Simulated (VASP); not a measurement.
# CoO (P3m1) in VASP: further runs

Runs on CoO. Level: PBE. Tasks: single point.

Everything below comes from runs of VASP 6.6.1. Logs are shortened: lines on timing, memory, paths and dates and some standing lists are left out, and cuts for length are marked.

### Step 1. The crystal as given

It takes space group P6_3mc (No. 186, hexagonal). The conventional cell has a = 3.198 Å, b = 3.198 Å, c = 5.229 Å, α = 90.00°, β = 90.00°, γ = 120.00°. Co (site symmetry 3m) has 4 O at 1.93 to 1.97 Å as nearest neighbours. O (site symmetry 3m) is surrounded by 4 Co at 1.93 to 1.97 Å.

Measurements of this composition are mostly on another form, of space group No. 225.

### Step 2. Single point, PBE, collinear spin, ferromagnetic start

File INCAR:

```
ADDGRID = F ; ALGO = Normal
EDIFF = 1E-6 ; ENCUT = 450
GGA = PE ; ISIF = 2
ISMEAR = 0 ; ISPIN = 2
LASPH = T ; LCHARG = F
LMAXMIX = 4 ; LORBIT = 11
LREAL = Auto ; LWAVE = F
MAGMOM = 2 2 0 0 ; NELM = 100
PREC = Accurate ; SIGMA = 0.05
```

File KPOINTS:

```
k-points
0
Gamma
  4 4 2
```

File POSCAR:

```
CoO
1.0
    3.1976457435      0.0000000000      0.0000000000
   -1.5988228718      2.7692424462      0.0000000000
    0.0000000000      0.0000000000      5.2287097100
Co O
2 2
Direct
    0.3333333333      0.6666666667      0.5033624100
    0.0000000000      0.0000000000      0.0034741400
    0.3333333333      0.6666666667      0.8715556000
    0.0000000000      0.0000000000      0.3716088500
```

Potentials or basis: VASP PAW PBE potentials, release 64 (Co, O).

On the command line:

```sh
> cat potpaw_PBE.64/Co/POTCAR potpaw_PBE.64/O/POTCAR > POTCAR
> mpirun -np 1 vasp_std > vasp.out
```

OUTCAR:

```text
EDIFF = 1E-6
   ENCUT = 450
   GGA = PE
   ISIF = 2
   ISMEAR = 0
   ISPIN = 2
   LASPH = T
   LORBIT = 11
   LREAL = Auto
   NELM = 100
   PREC = Accurate

 Found      8 irreducible k-points:

 Following reciprocal coordinates:
            Coordinates               Weight
  0.000000  0.000000  0.000000      1.000000
  0.250000  0.000000  0.000000      6.000000
  0.500000  0.000000  0.000000      3.000000
  0.250000  0.250000  0.000000      6.000000
  0.000000  0.000000  0.500000      1.000000
  0.250000  0.000000  0.500000      6.000000
   k-points           NKPTS =      8   k-points in BZ     NKDIM =      8   number of bands    NBANDS=     21
   number of dos      NEDOS =    301   number of ions     NIONS =      4
   total plane-waves  NPLWV =  20736
   dimension x,y,z NGX =    24 NGY =   24 NGZ =   36
   dimension x,y,z NGXF=    48 NGYF=   48 NGZF=   72
   ions per type =               2   2
   NGX,Y,Z   is equivalent  to a cutoff of  12.48, 12.48, 11.45 a.u.
   NGXF,Y,Z  is equivalent  to a cutoff of  24.96, 24.96, 22.89 a.u.
 SYSTEM =  unknown system
   PREC   = accura    normal or accurate (medium, high low for compatibility)
   ISTART =      0    job   : 0-new  1-cont  2-samecut
   ICHARG =      2    charge: 1-file 2-atom 10-const
   ISPIN  =      2    spin polarized calculation?
   LNONCOLLINEAR =      F non collinear calculations
   LSORBIT =      F    spin-orbit coupling
   LASPH  =      T    aspherical Exc in radial PAW
   ENCUT  =  450.0 eV  33.07 Ry    5.75 a.u.   5.53  5.53  9.04*2*pi/ulx,y,z
   NELM   =    100;   NELMIN=  2; NELMDL= -5     # of ELM steps
   EDIFF  = 0.1E-05   stopping-criterion for ELM
   LREAL  =      T    real-space projection
   EDIFFG = 0.1E-04   stopping-criterion for IOM
   NSW    =      0    number of steps for IOM
   IBRION =     -1    ionic relax: 0-MD 1-quasi-New 2-CG
   NFREE  =      0    steps in history (QN), initial steepest desc. (CG)
   ISIF   =      2    stress and relaxation
   ISYM   =      2    0-nonsym 1-usesym 2-fastsym
   POTIM  = 0.5000    time-step for ionic-motion
   TEBEG  =    0.0;   TEEND  =   0.0 temperature during run
   PSTRESS=    0.0 pullay stress
   NELECT =      30.0000    total number of electrons
   NUPDOWN=      -1.0000    fix difference up-down
   EMIN   =  10.00;   EMAX   =-10.00  energy-range for DOS
   EFERMI =   0.00;   METHOD = LEGACY
   ISMEAR =     0;   SIGMA  =   0.05  broadening in eV -4-tet -1-fermi 0-gaus
   EFERMI_NEDOS =   21; number of points for ismear=-14 and -15
   IALGO  =     38    algorithm
   IMIX   =      4    mixing-type and parameters
     AMIX     =   0.40;   BMIX     =  1.00
     AMIX_MAG =   1.60;   BMIX_MAG =  1.00
  volume/ion in A,a.u.               =      11.58        78.11
  Fermi-wavevector in a.u.,A,eV,Ry     =   1.416620  2.677023 27.304329  2.006812
  Thomas-Fermi vector in A             =   2.537935
   LORBIT       =     11    0 simple, 1 ext, 2 COOP (PROOUT), +10 PAW based schemes
   GGA     = PE    functional components
   LHFCALC =     F    Hartree Fock is set to
   AEXX    =    0.0000 exact exchange contribution
   IVDW    =     0    specifies the selected vdW correction
   LEPSILON=     F    determine dielectric tensor
   LRPA    =     F    only Hartree local field effects (RPA)
 spin polarized calculation
 Gauss-broadening in eV      SIGMA  =   0.05
  energy-cutoff  :      450.00
  volume of cell :       46.30
 maximum number of plane-waves:      1038
 NGX is ok and might be reduce to    24
   NGX = 11   NGY = 11   NGZ = 19

 number of electron      30.0000009 magnetization       5.8749992

 Free energy of the ion-electron system (eV)
  ---------------------------------------------------
  ext. energy  EPLUGINS =         0.00000000
  ---------------------------------------------------
  free energy    TOTEN  =       -26.60293222 eV

  energy without entropy =      -26.59958744  energy(sigma->0) =      -26.60125983

 E-fermi :   6.0827     XC(G=0): -11.1078

 val. band max:        5.9503046567   @ k =   0.0000   0.0000   0.0000
 cond. band min:       6.1106832066   @ k =   0.2500   0.2500   0.0000
 fundamental gap:      0.1603785499
 Fermi energy:         6.0826868839

 spin component 1

 k-point     1 :       0.0000    0.0000    0.0000
  band No.  band energies     occupation
      1     -13.9599      1.00000
      2     -13.3273      1.00000
      3      -0.9994      1.00000
      4      -0.2175      1.00000
      5      -0.0568      1.00000
      6      -0.0568      1.00000
[... 118 lines left out ...]
      5       0.1116      1.00000
      6       0.1132      1.00000
[... 13 lines left out ...]
     20       9.9356      0.00000
     21      15.6496      0.00000

 [... further k-points ...]

 spin component 2

 k-point     1 :       0.0000    0.0000    0.0000
  band No.  band energies     occupation
      1     -13.4047      1.00000
      2     -12.7407      1.00000
      3      -0.4528      1.00000
      4       1.0831      1.00000
      5       1.2498      1.00000
      6       1.2498      1.00000
[... 118 lines left out ...]
      5       1.1779      1.00000
      6       1.1794      1.00000
[... 13 lines left out ...]
     20      10.7519      0.00000
     21      16.4743      0.00000

 [... further k-points ...]

------------------------ aborting loop because EDIFF is reached ----------------------------------------

  FORCE on cell =-STRESS in cart. coord.  units (eV):
  Direction    XX          YY          ZZ          XY          YZ          ZX
  --------------------------------------------------------------------------------------
  -------------------------------------------------------------------------------------
  Total        0.0853940      0.0853940      0.5140215     -0.0000000      0.0000000      0.0000000
  in kB        2.9549627      2.9549627     17.7871343     -0.0000000      0.0000000      0.0000000
  external PRESSURE =       7.8990199 kB  Pullay stress =       0.0000000 kB

 VOLUME and BASIS-vectors are now :
 -----------------------------------------------------------------------------
  energy-cutoff  :      450.00
  volume of cell :       46.30
      direct lattice vectors                 reciprocal lattice vectors
     3.197645743  0.000000000  0.000000000     0.312730077  0.180554794  0.000000000
    -1.598822872  2.769242446  0.000000000     0.000000000  0.361109588  0.000000000
     0.000000000  0.000000000  5.228709710     0.000000000  0.000000000  0.191251773

 POSITION                                       TOTAL-FORCE (eV/Angst)
 -----------------------------------------------------------------------------------
     -0.00000      1.84616      2.63194        -0.000000      0.000000     -0.248880
      0.00000      0.00000      0.01817        -0.000000     -0.000000     -0.255314
     -0.00000      1.84616      4.55711         0.000000      0.000000      0.252146
      0.00000      0.00000      1.94303        -0.000000      0.000000      0.252048
 -----------------------------------------------------------------------------------
    total drift:                               -0.000000     -0.000001     -0.004777

  FREE ENERGIE OF THE ION-ELECTRON SYSTEM (eV)
  ---------------------------------------------------
  free  energy   TOTEN  =       -26.6029322178 eV

  energy  without entropy=      -26.5995874422  energy(sigma->0) =      -26.60125983

 total charge

# of ion       s       p       d       tot
------------------------------------------
    1        0.348   0.436   7.188   7.972
    2        0.348   0.436   7.188   7.972
    3        1.560   3.451   0.000   5.012
    4        1.560   3.452   0.000   5.012
--------------------------------------------------
tot          3.817   7.775  14.376  25.968

 magnetization (x)

# of ion       s       p       d       tot
------------------------------------------
    1        0.017   0.059   2.425   2.502
    2        0.018   0.059   2.425   2.502
    3        0.022   0.290   0.000   0.312
    4        0.022   0.290   0.000   0.312
--------------------------------------------------
tot          0.079   0.699   4.851   5.629
```

Wall time 42 s (1 thread of Intel Xeon Platinum 8375C at 2.90GHz (Ice Lake), shared host); peak memory 0.17 GiB.

The run converged, but some of its settings lie outside the range that counts as converged, so its numbers aren't taken as properties of the crystal.

Results:

| Item | Value |
| --- | --- |
| Free energy | -26.6029 eV |
| Largest force | 0.255 eV/Å |
| Band gap on the k mesh | none (metal or under the smearing width) |
| Net moment | 5.87 μB per cell |
| Site moments | Co +2.50; O +0.31 μB |
| Valence electrons inside the program's atomic spheres | Co 7.97; O 5.01 |

Caveat: the k mesh is coarse (spacing up to 0.60 Å⁻¹), so the values aren't converged; the cutoff is under 1.25 times the usual one of these potentials, so pressure, stress and relaxed cells hold a basis-set (Pulay) error; semilocal functionals often make such compounds metallic where correlation or magnetic order opens a gap, which also shifts bond lengths.

### Step 3. Single point, PBE, collinear spin, ferromagnetic start

File INCAR:

```
ADDGRID = F ; ALGO = Normal
EDIFF = 0.01 ; ENCUT = 450
GGA = PE ; ISIF = 2
ISMEAR = 0 ; ISPIN = 2
LASPH = T ; LCHARG = F
LMAXMIX = 4 ; LORBIT = 11
LREAL = F ; LWAVE = F
MAGMOM = 2 2 0 0 ; NELM = 100
PREC = Accurate ; SIGMA = 0.05
```

KPOINTS is that of step 2.

POSCAR is that of step 2.

Potentials or basis: VASP PAW PBE potentials, release 64 (Co, O).

On the command line:

```sh
> cat potpaw_PBE.64/Co/POTCAR potpaw_PBE.64/O/POTCAR > POTCAR
> mpirun -np 1 vasp_std > vasp.out
```

It took 17 s on 1 thread of Intel Xeon Platinum 8375C at 2.90GHz (Ice Lake), shared host; peak memory 0.16 GiB.

The run converged, but some of its settings lie outside the range that counts as converged, so its numbers aren't taken as properties of the crystal.

What came out:

- Free energy: -26.6026 eV
- Largest force: 0.251 eV/Å
- Band gap on the k mesh: none (metal or under the smearing width)
- Net moment: 5.88 μB per cell
- Site moments: Co +2.50; O +0.31 μB
- Valence electrons inside the program's atomic spheres: Co 7.97; O 5.01

Caveat: the k mesh is coarse (spacing up to 0.60 Å⁻¹), so the values aren't converged; the cutoff is under 1.25 times the usual one of these potentials, so pressure, stress and relaxed cells hold a basis-set (Pulay) error; semilocal functionals often make such compounds metallic where correlation or magnetic order opens a gap, which also shifts bond lengths.

(Part 1 of 2 ends here.)
